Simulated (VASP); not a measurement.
The system is BAs.

```
B As
1.0
     0.00000    2.38890    2.38890
     2.38890    0.00000    2.38890
     2.38890    2.38890    0.00000
B As
1 1
Direct
  0.00000 0.00000 0.00000
  0.25000 0.25000 0.25000
```

The cell was built by a generator and needn't be a form met in nature.

Program: VASP 6.6.1. Alike in all runs: task single point; no spin polarisation; cell as given; k mesh 10 × 10 × 10; cutoff (eV) 520; smearing gaussian 0.02 eV.

Question: Order these runs on this cell by their pressure, lowest first.
A. level LDA; potentials or basis VASP PAW LDA potentials, release 64 (B, As)
B. level PBEsol; potentials or basis VASP PAW PBE potentials, release 64 (B, As)
C. level PBE; potentials or basis VASP PAW PBE potentials, release 64 (B, As)

Answer: A (-3.2 GPa), B (0.0 GPa), C (3.4 GPa).

Caveats: the PAW data sets were made with another functional, which shifts forces and pressure a little (some runs).
